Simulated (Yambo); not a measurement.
# Ge (Cmmm) in Yambo: further runs, part 3 of 3

Yambo 5.3.0.

**5. G0W0 quasiparticle levels, PBEsol (cell stretched)**

g0w00.in reads:

```
gw0
dyson
el_el_corr
rim_cut
HF_and_locXC
ppa
em1d
RandQpts= 1000000
RandGvec= 50 RL
EXXRLvcs= 78 Ry
VXCRLvcs= 78 Ry
Chimod= "HARTREE"
% BndsRnXp
 1 | 157 |
%
NGsBlkXp= 6 Ry
% LongDrXp
 1 | 1 | 1 |
%
PPAPntXp= 27.21138 eV
% GbndRnge
 1 | 157 |
%
GTermKind= "BG"
DysSolver= "n"
ExtendOut
% QPkrange
 1 | 1 | 5 | 10 |
 17 | 17 | 5 | 10 |
 21 | 21 | 5 | 10 |
%
```

scf.in reads:

```
&CONTROL
  calculation = 'scf'
  prefix = 'pwscf'
  outdir = './tmp'
  pseudo_dir = './pseudo'
/
&SYSTEM
  ibrav = 0
  nat = 1
  ntyp = 1
  ecutwfc = 78
  nbnd = 13
  occupations = 'smearing'
  smearing = 'fd'
  degauss = 0.00367493
  force_symmorphic = .true.
/
&ELECTRONS
  conv_thr = 2d-10
  electron_maxstep = 120
  mixing_beta = 0.5
/
ATOMIC_SPECIES
Ge    72.6300 Ge.upf
CELL_PARAMETERS angstrom
   1.4155346479   -2.6347372402    0.0000000000
   1.4155346479    2.6347372402    0.0000000000
   0.0000000000    0.0000000000    2.7337381113
ATOMIC_POSITIONS crystal
Ge     0.5000000000    0.5000000000    0.0000000000
K_POINTS automatic
12 12 10 0 0 0
```

nscf.in reads:

```
&CONTROL
  calculation = 'nscf'
  prefix = 'pwscf'
  outdir = './tmp'
  pseudo_dir = './pseudo'
/
&SYSTEM
  ibrav = 0
  nat = 1
  ntyp = 1
  ecutwfc = 78
  nbnd = 157
  occupations = 'smearing'
  smearing = 'fd'
  degauss = 0.00367493
  force_symmorphic = .true.
/
&ELECTRONS
  conv_thr = 1d-08
  diago_full_acc = .true.
  diago_thr_init = 1d-06
/
ATOMIC_SPECIES
Ge    72.6300 Ge.upf
CELL_PARAMETERS angstrom
   1.4155346479   -2.6347372402    0.0000000000
   1.4155346479    2.6347372402    0.0000000000
   0.0000000000    0.0000000000    2.7337381113
ATOMIC_POSITIONS crystal
Ge     0.5000000000    0.5000000000    0.0000000000
K_POINTS automatic
4 4 4 0 0 0
```

Potentials or basis: PseudoDojo 0.4.1 SR PBEsol standard.

Command:

```bash
OMP_NUM_THREADS=1 pw.x -in scf.in > scf.out
OMP_NUM_THREADS=1 pw.x -in nscf.in > nscf.out
cd tmp/pwscf.save; p2y; mv SAVE ../..; cd ../..
OMP_NUM_THREADS=1 yambo
OMP_NUM_THREADS=1 yambo -F g0w00.in -J g0w00 -C g0w00_out
```

Yambo's report:

```text
[... sections 02.01 to 02.04 as in the set-up run ...]

  [02.05] Energies & Occupations
  ==============================

  [X] === General ===
  [X] Electronic Temperature                        :  0.258606E-1   300.100    [eV K]
  [X] Bosonic    Temperature                        :  0.258606E-1   300.100    [eV K]
  [X] Finite Temperature mode                       : yes
  [X] El. density                                   :  0.68657E+24 [cm-3]
  [X] Fermi Level                                   :  11.18900 [eV]

  [X] === Gaps and Widths ===
  [X] Conduction Band Min                           :  11.18900 [eV]
  [X] Valence Band Max                              :  11.18900 [eV]
  [X] Filled Bands                                  :   6
  [X] Metallic Bands                                :   7   8
  [X] Empty Bands                                   :    9  157

  [X] === Metallic Characters ===
  [X] N of el / N of met el                         :  14.00000   2.19526
  [X] Average metallic occ.                         :  0.274407

  [WARNING] [X] Metallic system

 [03] Transferred momenta grid and indexing
 ==========================================

 IBZ Q-points                                      :  21
 BZ  Q-points                                      :   64

 K/Q-points units:
 rlu = crystal or reduced units; cc = cartesian coordinates; iku = interal k-units

 Q [ 1]         [rlu]:  0.000000  0.000000  0.000000
 Q [ 2]         [rlu]:  0.000000  0.000000  0.250000
 Q [ 3]         [rlu]:  0.000000  0.000000 -0.500000
 Q [ 4]         [rlu]: -0.18224E-16  0.25000       0.0000
 Q [ 5]         [rlu]: -0.18224E-16  0.25000      0.25000
 Q [ 6]         [rlu]: -0.18224E-16  0.25000     -0.50000
 Q [ 7]         [rlu]:  0.36448E-16 -0.50000       0.0000
 Q [ 8]         [rlu]:  0.36448E-16 -0.50000      0.25000
 Q [ 9]         [rlu]:  0.36448E-16 -0.50000     -0.50000
 Q [10]         [rlu]:  0.250000  0.250000  0.000000
 Q [11]         [rlu]:  0.250000  0.250000  0.250000
 Q [12]         [rlu]:  0.250000  0.250000 -0.500000
 Q [13]         [rlu]:  0.250000 -0.500000  0.000000
 Q [14]         [rlu]:  0.250000 -0.500000  0.250000
 Q [15]         [rlu]:  0.250000 -0.500000 -0.500000
 Q [16]         [rlu]:  0.250000 -0.250000  0.000000
 Q [17]         [rlu]:  0.250000 -0.250000  0.250000
 Q [18]         [rlu]:  0.250000 -0.250000 -0.500000
 Q [19]         [rlu]:  0.500000 -0.500000  0.000000
 Q [20]         [rlu]:  0.500000 -0.500000  0.250000
 Q [21]         [rlu]:  0.500000 -0.500000  0.500000

 [04] Coloumb potential Random Integration (RIM)
 ===============================================

  [04.01] RIM initialization
  ==========================

  * Diagonal components only detected *

  8 x (sBL volume)        :  0.225324 [a.u.]
  sBZ random points       :  1000000
  Points outside the sBZ  :   7992935
  RL volume               :  1.802596 [a.u.]
  Integrated volume       :  1.804189 [a.u.]

  [04.02] RIM integrals
  =====================

  Gamma point sphere radius             :  0.110379 [a.u.]
  Points outside the sphere             :   799299
  [Int_sBZ(q=0) 1/q^2]*(Vol_sBZ)^(-1/3) =:  7.710545
[... 188 lines left out ...]
  [Hartree-Fock] Average metallic occ.              :  0.274407

  [WARNING] [Hartree-Fock] Metallic system

 [08] Dyson equation: Newton solver
 ==================================

 [WARNING] Response block size in GW reduced to 31      RL (3185    mHa)

  [08.01] G0W0 (W PPA)
  ====================

  [  GW  ] Bands range     :    1  157
  [GW/PPA] G damping       :  0.100000 [eV]

  QP @ state[ 1 ] K range:  1  1
  QP @ state[ 1 ] b range:   5  10
  QP @ state[ 2 ] K range:  17  17
  QP @ state[ 2 ] b range:   5  10
  QP @ state[ 3 ] K range:  21  21
  QP @ state[ 3 ] b range:   5  10
[... 71 lines left out ...]
   :: Time ordering fails/rest    :  0.590389
   :: Mean rel dev of PP cond     :  0.545220
   Current Q-pt index             :  19
   :: PP condition fails/total    :  0.611863
   :: Time ordering fails/rest    :  0.517426
   :: Mean rel dev of PP cond     :  0.611475
   Current Q-pt index             :  20
   :: PP condition fails/total    :  0.541103
   :: Time ordering fails/rest    :  0.512472
   :: Mean rel dev of PP cond     :  0.541332
   Current Q-pt index             :  21
   :: PP condition fails/total    :  0.543184
   :: Time ordering fails/rest    :  0.510251
   :: Mean rel dev of PP cond     :  0.543010

  [08.02] QP properties and I/O
  =============================

  Legend (energies in eV)
  - B  : Band       - Eo  : bare energy
  - E  : QP energy  - Z   : Renormalization factor
  - So : Sc(Eo)     - S   : Sc(E)
  - dSp: Sc derivative precision

  - lXC: Local XC (Perdew, Burke & Ernzerhof SOL(X)+Perdew, Burke & Ernzerhof SOL(C))
  -nlXC: non-Local XC (Hartree-Fock)

  QP [eV] @ K [1] (iku):  0.000000  0.000000  0.000000
   B=5 Eo=-24.95 E=-17.23 E-Eo=  7.72 Re(Z)=1.91 Im(Z)= -1.03128 nlXC=-34.33287 lXC=-29.85662 So=  8.28009
   B=6 Eo=-13.01 E=-13.02 E-Eo= -0.01 Re(Z)=0.62 Im(Z)=-0.869665E-2 nlXC= -18.6869 lXC= -11.4834 So=  7.18786
   B=7 Eo=  6.00 E=  5.18 E-Eo= -0.82 Re(Z)=0.74 Im(Z)=-0.205573E-2 nlXC= -7.32758 lXC= -11.8306 So= -5.61552
   B=8 Eo=  6.41 E=  5.56 E-Eo= -0.85 Re(Z)=0.73 Im(Z)=-0.871014E-2 nlXC= -8.00490 lXC= -12.4367 So= -5.60230
   B=9 Eo=  7.85 E=  6.78 E-Eo= -1.06 Re(Z)=0.83 Im(Z)= -0.10453 nlXC= -7.76315 lXC=-12.86236 So= -6.37011
   B=10 Eo=  9.52 E=  9.36 E-Eo= -0.15 Re(Z)=0.72 Im(Z)= 0.826641E-2 nlXC= -5.12257 lXC= -11.2066 So= -6.29762

  QP [eV] @ K [17] (iku):  0.000000 -0.250000  0.250000
   B=5 Eo=-24.98 E=-23.90 E-Eo=  1.08 Re(Z)=0.33 Im(Z)=  0.23955 nlXC=-34.31683 lXC=-29.80148 So=  7.98257
   B=6 Eo=-10.55 E=-10.82 E-Eo= -0.27 Re(Z)=0.65 Im(Z)= 0.114965E-1 nlXC= -17.8557 lXC= -11.7764 So=  5.65880
   B=7 Eo= -0.01 E= -0.73 E-Eo= -0.73 Re(Z)=0.77 Im(Z)=-0.171127E-2 nlXC= -10.6880 lXC= -11.2305 So= -1.49012
   B=8 Eo=  1.00 E=  0.36 E-Eo= -0.64 Re(Z)=0.77 Im(Z)=-0.166499E-2 nlXC= -8.71049 lXC= -11.6033 So= -3.72942
   B=9 Eo=  6.89 E=  6.06 E-Eo= -0.84 Re(Z)=0.73 Im(Z)=-0.112516E-1 nlXC= -7.61457 lXC= -12.3661 So= -5.89820
   B=10 Eo= 10.92 E= 10.47 E-Eo= -0.45 Re(Z)=0.71 Im(Z)= 0.218559E-2 nlXC= -4.57121 lXC= -10.7025 So= -6.76858

  QP [eV] @ K [21] (iku): -0.930651  0.000000 -0.500000
   B=5 Eo=-24.90 E=-22.13 E-Eo=  2.77 Re(Z)=0.75 Im(Z)=  0.04508 nlXC=-34.37998 lXC=-30.00693 So=  8.07051
   B=6 Eo= -5.18 E= -5.65 E-Eo= -0.47 Re(Z)=0.75 Im(Z)= 0.293737E-3 nlXC= -16.4650 lXC= -13.8930 So=  1.94247
   B=7 Eo= -2.72 E= -3.55 E-Eo= -0.83 Re(Z)=0.75 Im(Z)= 0.151382E-2 nlXC= -12.7155 lXC= -10.7746 So= 0.835245
   B=8 Eo= -2.58 E= -3.40 E-Eo= -0.82 Re(Z)=0.76 Im(Z)=-0.519691E-2 nlXC= -13.4737 lXC= -11.0509 So=  1.33813
   B=9 Eo=  2.85 E=  2.36 E-Eo= -0.49 Re(Z)=0.78 Im(Z)=-0.576098E-2 nlXC= -4.71158 lXC= -8.87257 So= -4.78881
   B=10 Eo=  7.33 E=  6.43 E-Eo= -0.90 Re(Z)=0.72 Im(Z)= -0.04244 nlXC= -7.87104 lXC=-12.77291 So= -6.15007

  [WR./g0w00//ndb.QP]-------------------------------------------------------------
   Lattice constants                                :  4.978932  4.978932  5.166016
   Coulomb cutoff potential                         : none
   Electronic Temperature                           :  300.1000 [K]
   Bosonic    Temperature                           :  300.1000 [K]
   Green`s function   energies                      : Perdew, Burke & Ernzerhof SOL(X)+Perdew, Burke & Ernzerhof SOL(C)
   wavefunctions                                    : Perdew, Burke & Ernzerhof SOL(X)+Perdew, Burke & Ernzerhof SOL(C)
   PPA    diel. fun.  energies                      : Perdew, Burke & Ernzerhof SOL(X)+Perdew, Burke & Ernzerhof SOL(C)
   wavefunctions                                    : Perdew, Burke & Ernzerhof SOL(X)+Perdew, Burke & Ernzerhof SOL(C)
   QP tot states                                    :  18
   GW solver                                        : Newton
   GW approximation                                 : PPA
   PPA imaginary Energy                             :  27.21138 ev
   RIM G`s                                          :   51
   RIM random pts                                   :  1000000
   dS/dw steps                                      :  2
   dS/dw step                                       :  0.100000 ev
   X G`s                                            :  31 used
   X G`s                                            :  31 disk
   X bands                                          :    1  157
   X poles                                          :  100.0000 o/o
   X e/h E range                                    : -1.000000 -1.000000 ev
   X Hxc Kernel                                     : HARTREE
   X BZ energy Double Grid                          : no
   X Optical Averaged directions                    : none
   Sc/G bands                                       :    1  157
   Sc/G damping                                     :  0.100000 ev
   Sc bands terminator                              : yes
   Sc terminator kind                               : BG
   Sc Terminator pole                               :  40.81708
   Sx RL components                                 :  1613

   QP @ state[ 1 ] K range                          :  1  1
   QP @ state[ 1 ] b range                          :   5  10
   QP @ state[ 2 ] K range                          :  17  17
   QP @ state[ 2 ] b range                          :   5  10
   QP @ state[ 3 ] K range                          :  21  21
   QP @ state[ 3 ] b range                          :   5  10
   GF energies kind                                 : Perdew, Burke & Ernzerhof SOL(X)+Perdew, Burke & Ernzerhof SOL(C)
   GF WF`s kind                                     : Perdew, Burke & Ernzerhof SOL(X)+Perdew, Burke & Ernzerhof SOL(C)
   Xs energies kind                                 : Perdew, Burke & Ernzerhof SOL(X)+Perdew, Burke & Ernzerhof SOL(C)
   Xs WF`s kind                                     : Perdew, Burke & Ernzerhof SOL(X)+Perdew, Burke & Ernzerhof SOL(C)
```

Wall time 7.4 min (1 thread of Arm Neoverse N1, shared host); peak memory 0.59 GiB.

What came out:

```yaml
Band_gap_on_the_k_mesh_mean-field_level: none (metal or under the smearing width)
```

Quasiparticle terms (eV):
| k point | band | Kohn-Sham level | Vxc | Σx | Σc | Z | result |
| --- | --- | --- | --- | --- | --- | --- | --- |
| (0.000, 0.000, 0.000) | 5 | -24.95 | -29.86 | -34.33 | 8.28 | 1.91 | -17.23 |
| (0.000, 0.000, 0.000) | 6 | -13.01 | -11.48 | -18.69 | 7.19 | 0.62 | -13.02 |
| (0.000, 0.000, 0.000) | 7 | 6.00 | -11.83 | -7.33 | -5.62 | 0.74 | 5.18 |
| (0.000, 0.000, 0.000) | 8 | 6.41 | -12.44 | -8.00 | -5.60 | 0.73 | 5.56 |
| (0.000, 0.000, 0.000) | 9 | 7.85 | -12.86 | -7.76 | -6.37 | 0.83 | 6.78 |
| (0.000, 0.000, 0.000) | 10 | 9.52 | -11.21 | -5.12 | -6.30 | 0.72 | 9.36 |
| (0.250, -0.250, 0.250) | 5 | -24.98 | -29.80 | -34.32 | 7.98 | 0.33 | -23.90 |
| (0.250, -0.250, 0.250) | 6 | -10.55 | -11.78 | -17.86 | 5.66 | 0.65 | -10.82 |
| (0.250, -0.250, 0.250) | 7 | -0.01 | -11.23 | -10.69 | -1.49 | 0.77 | -0.73 |
| (0.250, -0.250, 0.250) | 8 | 1.00 | -11.60 | -8.71 | -3.73 | 0.77 | 0.36 |
| (0.250, -0.250, 0.250) | 9 | 6.89 | -12.37 | -7.61 | -5.90 | 0.73 | 6.06 |
| (0.250, -0.250, 0.250) | 10 | 10.92 | -10.70 | -4.57 | -6.77 | 0.71 | 10.47 |
| (-0.500, -0.500, -0.500) | 5 | -24.90 | -30.01 | -34.38 | 8.07 | 0.75 | -22.13 |
| (-0.500, -0.500, -0.500) | 6 | -5.18 | -13.89 | -16.46 | 1.94 | 0.75 | -5.65 |
| (-0.500, -0.500, -0.500) | 7 | -2.72 | -10.77 | -12.72 | 0.84 | 0.75 | -3.55 |
| (-0.500, -0.500, -0.500) | 8 | -2.58 | -11.05 | -13.47 | 1.34 | 0.76 | -3.40 |
| (-0.500, -0.500, -0.500) | 9 | 2.85 | -8.87 | -4.71 | -4.79 | 0.78 | 2.36 |
| (-0.500, -0.500, -0.500) | 10 | 7.33 | -12.77 | -7.87 | -6.15 | 0.72 | 6.43 |

Caveat: the k mesh is coarse (spacing up to 0.63 Å⁻¹), so the values aren't converged; the potentials hold a filled d shell without the s and p states of that shell, which can shift GW gaps by tenths of an eV, either way; the plasmon-pole model is rough for a metal; the ground state has no gap, which makes the many-body step unreliable; this version prints the column dSc/dw multiplied by 27.2; the terminator is approximate in this version, by hundredths of an eV.

**6. Overview**

```csv
task,cell,random integration of the Coulomb term,direction of the field or of q to 0,states corrected,frequency dependence of W,terminator of the band sum in the self-energy,gap on the mesh (eV)
G0W0 quasiparticle levels,as given,yes,x + y + z,Γ and the k points of the band edges,plasmon pole,Bruneval-Gonze,none
optical spectrum,as given,-,x,-,-,-,none
optical spectrum by the Bethe-Salpeter equation,as given,yes,x,-,-,-,-
G0W0 quasiparticle levels,cell stretched,yes,x + y + z,Γ and the k points of the band edges,plasmon pole,Bruneval-Gonze,none
```

Alike in all rows: level PBEsol; potentials or basis PseudoDojo 0.4.1 SR PBEsol standard; no spin polarisation; k mesh 4 × 4 × 4; cutoff (eV) 1061; smearing fermi-dirac 0.05 eV; the mesh is coarse, so values aren't converged.

Caveats: all runs use coarse meshes; the ground state has no gap, which makes the many-body step unreliable; the potentials hold a filled d shell without the s and p states of that shell, which can shift GW gaps by tenths of an eV, either way (some runs); the plasmon-pole model is rough for a metal (some runs); this version prints the column dSc/dw multiplied by 27.2 (some runs); the terminator is approximate in this version, by hundredths of an eV (some runs); the intraband (Drude) term of the metal is left out (some runs); spectra need much finer meshes, so this one isn't converged (some runs).

Total energies depend on the potentials used, so only differences within one code and one set of settings carry meaning.
